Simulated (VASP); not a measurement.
# MgO (P6_3mc) in VASP: notebook

Aim: see how the results for MgO move with the level of theory and the settings. Levels: r2SCAN, r2SCAN+rVV10. Tasks: relaxation of cell and atoms.

Program: VASP 6.6.1. These are calculated values, not measurements. Logs are shortened: lines on timing, memory, paths and dates and some standing lists are left out, and cuts for length are marked.

### 1 Starting point

The structure is hexagonal, space group P6_3mc (No. 186). The conventional cell has a = 3.308 Å, b = 3.308 Å, c = 4.983 Å, α = 90.00°, β = 90.00°, γ = 120.00°. Mg (site symmetry 3m) is surrounded by 4 O at 1.97 to 1.99 Å. O (site symmetry 3m) has 4 Mg at 1.97 to 1.99 Å as nearest neighbours.

Measurements of this composition are mostly on another form, of space group No. 225.

### 2 Relaxation of cell and atoms, r2SCAN

INCAR reads:

```
SYSTEM = MgO
PREC = Accurate
ENCUT = 600
EDIFF = 1E-7
ISMEAR = 0
SIGMA = 0.02
LREAL = .False.
LASPH = .True.
NELM = 80
ALGO = Normal
ISIF = 3
LWAVE = .False.
LCHARG = .False.
METAGGA = R2SCAN
LMIXTAU = .True.
IBRION = 2
NSW = 90
EDIFFG = -0.005
```

KPOINTS reads:

```
Automatic mesh
0
Gamma
  9 9 6
  0 0 0
```

POSCAR reads:

```
MgO
1.0
    3.3077869900      0.0000000000      0.0000000000
   -1.6538934900      2.8646275600      0.0000000000
    0.0000000000      0.0000000000      4.9828816700
Mg O
2 2
Direct
    0.3333333300      0.6666666700      0.0021597400
    0.6666666700      0.3333333300      0.5021597400
    0.3333333300      0.6666666700      0.4024402600
    0.6666666700      0.3333333300      0.9024402600
```

Potentials or basis: VASP PAW PBE potentials, release 64 (Mg, O).

The run is started by

```sh
$ cat potpaw_PBE.64/Mg/POTCAR potpaw_PBE.64/O/POTCAR > POTCAR
$ mpirun -np 1 vasp_std > vasp.out
```

OUTCAR:

```text
SYSTEM = MgO
   PREC = Accurate
   ENCUT = 600
   EDIFF = 1E-7
   ISMEAR = 0
   LREAL = .False.
   LASPH = .True.
   NELM = 80
   ISIF = 3
   METAGGA = R2SCAN
   IBRION = 2
   NSW = 90
   EDIFFG = -0.005

 ion  position               nearest neighbor table
   1  0.333  0.667  0.002-   4 1.97   4 1.97   4 1.97   3 1.99   2 3.14   2 3.14   2 3.14   2 3.14
                             2 3.14   2 3.14
   2  0.667  0.333  0.502-   3 1.97   3 1.97   3 1.97   4 1.99   1 3.14   1 3.14   1 3.14   1 3.14
                             1 3.14   1 3.14
   3  0.333  0.667  0.402-   2 1.97   2 1.97   2 1.97   1 1.99
   4  0.667  0.333  0.902-   1 1.97   1 1.97   1 1.97   2 1.99

  LATTYP: Found a hexagonal cell.
 ALAT       =     3.3077869900
 C/A-ratio  =     1.5064094771

  Lattice vectors:

 A1 = (   3.3077869900,   0.0000000000,   0.0000000000)
 A2 = (  -1.6538934900,   2.8646275600,   0.0000000000)
 A3 = (   0.0000000000,   0.0000000000,   4.9828816700)

Analysis of symmetry for initial positions (statically):
=====================================================================
 Subroutine PRICEL returns:
 Original cell was already a primitive cell.

 Routine SETGRP: Setting up the symmetry group for a
 hexagonal supercell.

 Subroutine GETGRP returns: Found 12 space group operations
 (whereof  6 operations were pure point group operations)
 out of a pool of 24 trial point group operations.

The static configuration has the point symmetry C_3v.
 The point group associated with its full space group is C_6v.

Analysis of symmetry for dynamics (positions and initial velocities):
=====================================================================
 Subroutine PRICEL returns:
 Original cell was already a primitive cell.

 Routine SETGRP: Setting up the symmetry group for a
 hexagonal supercell.

 Subroutine GETGRP returns: Found 12 space group operations
 (whereof  6 operations were pure point group operations)
 out of a pool of 24 trial point group operations.

The dynamic configuration has the point symmetry C_3v.
 The point group associated with its full space group is C_6v.

 Subroutine INISYM returns: Found 12 space group operations
 (whereof  6 operations are pure point group operations),
 and found     1 'primitive' translations

----------------------------------------------------------------------------------------

                                     Primitive cell

  volume of cell :      47.2157

  direct lattice vectors                    reciprocal lattice vectors
     3.307786990  0.000000000  0.000000000     0.302316928  0.174542759  0.000000000
    -1.653893490  2.864627560  0.000000000     0.000000000  0.349085520  0.000000000
     0.000000000  0.000000000  4.982881670     0.000000000  0.000000000  0.200687086

  length of vectors
     3.307786990  3.307786984  4.982881670     0.349085519  0.349085520  0.200687086

  position of ions in fractional coordinates (direct lattice)
     0.333333330  0.666666670  0.002159740
     0.666666670  0.333333330  0.502159740
     0.333333330  0.666666670  0.402440260
     0.666666670  0.333333330  0.902440260

  ion indices of the primitive-cell ions
   primitive index   ion index
                 1           1
                 2           2
                 3           3
                 4           4

----------------------------------------------------------------------------------------

 KPOINTS: Automatic mesh

Automatic generation of k-mesh.
 Grid dimensions read from file:
 generate k-points for:    9    9    6

 Generating k-lattice:

  Cartesian coordinates                     Fractional coordinates (reciprocal lattice)
     0.033590770  0.019393640  0.000000000     0.111111111  0.000000000  0.000000000
     0.000000000  0.038787280  0.000000000     0.000000000  0.111111111  0.000000000
     0.000000000  0.000000000  0.033447848     0.000000000  0.000000000  0.166666667

  Length of vectors
     0.038787280  0.038787280  0.033447848

  Shift w.r.t. Gamma in fractional coordinates (k-lattice)
     0.000000000  0.000000000  0.000000000

 Subroutine IBZKPT returns following result:
 ===========================================

 Found     48 irreducible k-points:

 Following reciprocal coordinates:
            Coordinates               Weight
  0.000000  0.000000  0.000000      1.000000
  0.111111 -0.000000  0.000000      6.000000
  0.222222  0.000000  0.000000      6.000000
  0.333333  0.000000  0.000000      6.000000
  0.444444  0.000000  0.000000      6.000000
  0.111111  0.111111  0.000000      6.000000
[... 16 lines left out ...]
  0.333333  0.222222  0.166667     24.000000
  0.333333  0.333333  0.166667      4.000000
 [... further k-points ...]
   k-points           NKPTS =     48   k-points in BZ     NKDIM =     48   number of bands    NBANDS=     12
   number of dos      NEDOS =    301   number of ions     NIONS =      4
   total plane-waves  NPLWV =  31360
   dimension x,y,z NGX =    28 NGY =   28 NGZ =   40
   dimension x,y,z NGXF=    56 NGYF=   56 NGZF=   80
   ions per type =               2   2
   NGX,Y,Z   is equivalent  to a cutoff of  14.07, 14.07, 13.35 a.u.
   NGXF,Y,Z  is equivalent  to a cutoff of  28.15, 28.15, 26.69 a.u.
 SYSTEM =  MgO
   PREC   = accura    normal or accurate (medium, high low for compatibility)
   ISTART =      0    job   : 0-new  1-cont  2-samecut
   ICHARG =      2    charge: 1-file 2-atom 10-const
   ISPIN  =      1    spin polarized calculation?
   LNONCOLLINEAR =      F non collinear calculations
   LSORBIT =      F    spin-orbit coupling
   LASPH  =      T    aspherical Exc in radial PAW
   ENCUT  =  600.0 eV  44.10 Ry    6.64 a.u.   6.61  6.61  9.95*2*pi/ulx,y,z
   NELM   =     80;   NELMIN=  2; NELMDL= -5     # of ELM steps
   EDIFF  = 0.1E-06   stopping-criterion for ELM
   LREAL  =      F    real-space projection
   EDIFFG = -.5E-02   stopping-criterion for IOM
   NSW    =     90    number of steps for IOM
   IBRION =      2    ionic relax: 0-MD 1-quasi-New 2-CG
   NFREE  =      1    steps in history (QN), initial steepest desc. (CG)
   ISIF   =      3    stress and relaxation
   ISYM   =      2    0-nonsym 1-usesym 2-fastsym
   POTIM  = 0.5000    time-step for ionic-motion
   TEBEG  =    0.0;   TEEND  =   0.0 temperature during run
   PSTRESS=    0.0 pullay stress
   NELECT =      16.0000    total number of electrons
   NUPDOWN=      -1.0000    fix difference up-down
   EMIN   =  10.00;   EMAX   =-10.00  energy-range for DOS
   EFERMI =   0.00;   METHOD = LEGACY
   ISMEAR =     0;   SIGMA  =   0.02  broadening in eV -4-tet -1-fermi 0-gaus
   EFERMI_NEDOS =   21; number of points for ismear=-14 and -15
   IALGO  =     38    algorithm
   IMIX   =      4    mixing-type and parameters
     AMIX     =   0.40;   BMIX     =  1.00
     AMIX_MAG =   1.60;   BMIX_MAG =  1.00
  volume/ion in A,a.u.               =      11.80        79.66
  Fermi-wavevector in a.u.,A,eV,Ry     =   1.141351  2.156842 17.724080  1.302683
  Thomas-Fermi vector in A             =   2.278052
   LORBIT       =      0    0 simple, 1 ext, 2 COOP (PROOUT), +10 PAW based schemes
   METAGGA = R2SCAN    functional components
   LHFCALC =     F    Hartree Fock is set to
   AEXX    =    0.0000 exact exchange contribution
   IVDW    =     0    specifies the selected vdW correction
   LEPSILON=     F    determine dielectric tensor
   LRPA    =     F    only Hartree local field effects (RPA)
 conjugate gradient relaxation of ions
 non-spin polarized calculation
 Gauss-broadening in eV      SIGMA  =   0.02
  energy-cutoff  :      600.00
  volume of cell :       47.22
 maximum number of plane-waves:      1604
 NGX is ok and might be reduce to    28
   NGX = 13   NGY = 13   NGZ = 19

--------------------------------------- Ionic step        1  -------------------------------------------

 number of electron      15.9999997 magnetization

 Free energy of the ion-electron system (eV)
  ---------------------------------------------------
  ext. energy  EPLUGINS =         0.00000000
  ---------------------------------------------------
  free energy    TOTEN  =       -31.86069627 eV

  energy without entropy =      -31.86069627  energy(sigma->0) =      -31.86069627

------------------------ aborting loop because EDIFF is reached ----------------------------------------

  FORCE on cell =-STRESS in cart. coord.  units (eV):
  Direction    XX          YY          ZZ          XY          YZ          ZX
  --------------------------------------------------------------------------------------
  -------------------------------------------------------------------------------------
  Total       -0.4271243     -0.4271243     -0.3066184     -0.0000000      0.0000000      0.0000000
  in kB      -14.4936774    -14.4936774    -10.4045328     -0.0000000      0.0000000      0.0000000
  external PRESSURE =     -13.1306292 kB  Pullay stress =       0.0000000 kB
[... 95 lines left out ...]
  FREE ENERGIE OF THE ION-ELECTRON SYSTEM (eV)
  ---------------------------------------------------
  free  energy   TOTEN  =       -31.8628293661 eV

  energy  without entropy=      -31.8628293661  energy(sigma->0) =      -31.86282937

[... ionic steps 4 to 8 ...]

--------------------------------------- Ionic step        9  -------------------------------------------

 number of electron      15.9999995 magnetization

------------------------ aborting loop because EDIFF is reached ----------------------------------------

  FORCE on cell =-STRESS in cart. coord.  units (eV):
  Direction    XX          YY          ZZ          XY          YZ          ZX
  --------------------------------------------------------------------------------------
  -------------------------------------------------------------------------------------
  Total       -0.0563711     -0.0563711      0.0977317     -0.0000000      0.0000000      0.0000000
  in kB       -1.9281023     -1.9281023      3.3427914     -0.0000000      0.0000000      0.0000000
  external PRESSURE =      -0.1711377 kB  Pullay stress =       0.0000000 kB
[... 61 lines left out ...]
  energy  without entropy=      -31.8634490218  energy(sigma->0) =      -31.86344902

--------------------------------------- Ionic step       11  -------------------------------------------

 number of electron      15.9999996 magnetization

 Free energy of the ion-electron system (eV)
  ---------------------------------------------------
  ext. energy  EPLUGINS =         0.00000000
  ---------------------------------------------------
  free energy    TOTEN  =       -31.86353105 eV

  energy without entropy =      -31.86353105  energy(sigma->0) =      -31.86353105

 E-fermi :   0.8124     XC(G=0): -10.2316

 val. band max:        0.7129737546   @ k =   0.0000   0.0000   0.0000
 cond. band min:       4.9482656100   @ k =   0.0000   0.0000   0.0000
 fundamental gap:      4.2352918554
 Fermi energy:         0.8124450947

 k-point     1 :       0.0000    0.0000    0.0000
  band No.  band energies     occupation
      1     -16.4682      2.00000
      2     -15.6941      2.00000
      3      -2.5544      2.00000
      4       0.0055      2.00000
      5       0.0055      2.00000
      6       0.3236      2.00000
      7       0.3236      2.00000
      8       0.7130      2.00000
      9       4.9483      0.00000
     10      10.1890      0.00000
     11      11.9385      0.00000
     12      15.9715      0.00000
[... 331 lines left out ...]
 k-point    24 :       0.3333    0.3333    0.1667
  band No.  band energies     occupation
      1     -15.6658      2.00000
      2     -15.6658      2.00000
      3      -1.9409      2.00000
      4      -1.4331      2.00000
      5      -1.4331      2.00000
      6      -0.7103      2.00000
      7      -0.1786      2.00000
      8      -0.1786      2.00000
      9       9.8604      0.00000
     10       9.8808      0.00000
     11      11.8223      0.00000
     12      11.8223      0.00000

 [... further k-points ...]

------------------------ aborting loop because EDIFF is reached ----------------------------------------

  FORCE on cell =-STRESS in cart. coord.  units (eV):
  Direction    XX          YY          ZZ          XY          YZ          ZX
  --------------------------------------------------------------------------------------
  -------------------------------------------------------------------------------------
  Total       -0.0099254     -0.0099254      0.0148271     -0.0000000      0.0000000      0.0000000
  in kB       -0.3393661     -0.3393661      0.5069638     -0.0000000      0.0000000      0.0000000
  external PRESSURE =      -0.0572561 kB  Pullay stress =       0.0000000 kB
[... 19 lines left out ...]
  FREE ENERGIE OF THE ION-ELECTRON SYSTEM (eV)
  ---------------------------------------------------
  free  energy   TOTEN  =       -31.8635310466 eV

  energy  without entropy=      -31.8635310466  energy(sigma->0) =      -31.86353105

 reached required accuracy - stopping structural energy minimisation
```

Run time: 9.8 min. Hardware: 1 thread of Intel Xeon 6975P-C (Granite Rapids), shared host; peak memory 0.2 GiB.

Results:

```yaml
Free_energy: -31.8635 eV
Relaxed_volume: 11.71 Å³/atom
Relaxed_cell: a = 3.284 Å, b = 3.284 Å, c = 5.017 Å, α = 90.00°, β = 90.00°, γ = 120.00°
Space_group_after_relaxing_to_0.05_Å: P6_3mc (No. 186)
Energy_gained_by_relaxing: 0.7 meV/atom
Ionic_steps: 11
Pressure_after_relaxing: 0.0 GPa
Largest_force_after_relaxing: 0.004 eV/Å
Band_gap_on_the_k_mesh: 4.24 eV, direct
```

Forces in eV/Å, atoms in the order of the input:
```
Mg   0.000  0.000 -0.004
Mg   0.000  0.000 -0.004
O    0.000  0.000  0.004
O    0.000  0.000  0.004
```

Stress tensor (GPa, compression positive):
```
-0.03  0.00  0.00
 0.00 -0.03  0.00
 0.00  0.00  0.05
```

Step by step:
```
step  energy change (eV)  largest force (eV/Å)  pressure (GPa)  volume (Å³)
   1              0.0000                0.0288           -1.31        47.22
   2             -0.0019                0.0111            0.53        46.56
   3             -0.0021                0.0158            0.05        46.73
   4             -0.0021                0.0160            0.02        46.74
   5             -0.0022                0.0135            0.01        46.74
   6             -0.0024                0.0057            0.01        46.77
   7             -0.0027                0.0113           -0.01        46.81
   8             -0.0025                0.0508           -0.05        46.90
   9             -0.0027                0.0234           -0.02        46.84
  10             -0.0028                0.0185           -0.01        46.85
  11             -0.0028                0.0043           -0.01        46.86
```

Final structure:
```yaml
crystal:
  lattice:
    - [3.28396, 0.00000, 0.00000]
    - [-1.64198, 2.84399, 0.00000]
    - [0.00000, 0.00000, 5.01724]
  atoms:
    - { symbol: Mg, position: [0.33333, 0.66667, 0.00465] }
    - { symbol: Mg, position: [0.66667, 0.33333, 0.50465] }
    - { symbol: O, position: [0.33333, 0.66667, 0.39995] }
    - { symbol: O, position: [0.66667, 0.33333, 0.89995] }
```

Levels at points of the mesh, in eV from the valence-band top:
```tsv
k point	band 4	band 5	band 6	band 7	band 8	band 9	band 10	band 11	band 12
(0.00, 0.00, 0.00)	-0.71	-0.71	-0.39	-0.39	0.00	4.24	9.48	11.23	15.26
(0.00, 0.00, 0.50)	-1.98	-0.55	-0.55	-0.55	-0.55	6.75	6.75	14.25	14.25
```

Caveat: the PAW data sets were made with another functional, which shifts forces and pressure a little; an odd mesh through Γ misses points on the zone boundary, where band edges often lie. r2SCAN opens gaps a little over a GGA but as a rule still falls short of measured ones.

### 3 Relaxation of cell and atoms, r2SCAN+rVV10

INCAR, as its differences from that of step 2:

```diff
@@ -15,2 +15,6 @@
 LMIXTAU = .True.
+LUSE_VDW = .True.
+IVDW_NL = 2
+BPARAM = 11.95
+CPARAM = 0.0093
 IBRION = 2
```

KPOINTS is that of step 2.

POSCAR is that of step 2.

Potentials or basis: VASP PAW PBE potentials, release 64 (Mg, O).

The run is started by

```sh
$ cat potpaw_PBE.64/Mg/POTCAR potpaw_PBE.64/O/POTCAR > POTCAR
$ mpirun -np 1 vasp_std > vasp.out
```

Run time: 6.5 min. Hardware: 1 thread of Intel Xeon 6975P-C (Granite Rapids), shared host; peak memory 0.33 GiB.

It converged, with:

```
Free energy                            : -31.2427 eV
Relaxed volume                         : 11.62 Å³/atom
Relaxed cell                           : a = 3.290 Å, b = 3.290 Å, c = 4.961 Å, α = 90.00°, β = 90.00°, γ = 120.00°
Space group after relaxing (to 0.05 Å) : P6_3mc (No. 186)
Energy gained by relaxing              : 1.2 meV/atom
Ionic steps                            : 5
Pressure after relaxing                : 0.0 GPa
Largest force after relaxing           : 0.005 eV/Å
Band gap on the k mesh                 : 4.16 eV, direct
```

Forces in eV/Å, atoms in the order of the input:
```
Mg   0.000  0.000  0.005
Mg   0.000  0.000  0.005
O    0.000  0.000 -0.005
O    0.000  0.000 -0.005
```

Stress tensor (GPa, compression positive):
```
-0.06  0.00  0.00
 0.00 -0.06  0.00
 0.00  0.00  0.04
```

Step by step:
```
step  energy change (eV)  largest force (eV/Å)  pressure (GPa)  volume (Å³)
   1              0.0000                0.0256           -2.02        47.22
   2             -0.0041                0.0007            0.82        46.21
   3             -0.0048                0.0076            0.02        46.48
   4             -0.0048                0.0080           -0.03        46.50
   5             -0.0048                0.0049           -0.02        46.50
```

Final structure:
```cif
data_structure
_symmetry_space_group_name_H-M 'P 1'
_symmetry_Int_Tables_number 1
_cell_length_a 3.2898
_cell_length_b 3.2898
_cell_length_c 4.9612
_cell_angle_alpha 90.000
_cell_angle_beta 90.000
_cell_angle_gamma 120.000
_cell_volume 46.50
loop_
_atom_site_label
_atom_site_type_symbol
_atom_site_fract_x
_atom_site_fract_y
_atom_site_fract_z
_atom_site_occupancy
Mg1 Mg 0.33333 0.66667 0.00241 1
Mg2 Mg 0.66667 0.33333 0.50241 1
O1 O 0.33333 0.66667 0.40219 1
O2 O 0.66667 0.33333 0.90219 1
```

Levels at points of the mesh, in eV from the valence-band top:
```tsv
k point	band 4	band 5	band 6	band 7	band 8	band 9	band 10	band 11	band 12
(0.00, 0.00, 0.00)	-0.81	-0.81	-0.46	-0.46	0.00	4.16	9.45	11.27	15.11
(0.00, 0.00, 0.50)	-2.04	-0.64	-0.64	-0.64	-0.64	6.72	6.72	14.30	14.30
```

Caveat: the PAW data sets were made with another functional, which shifts forces and pressure a little; an odd mesh through Γ misses points on the zone boundary, where band edges often lie. r2SCAN opens gaps a little over a GGA but as a rule still falls short of measured ones.
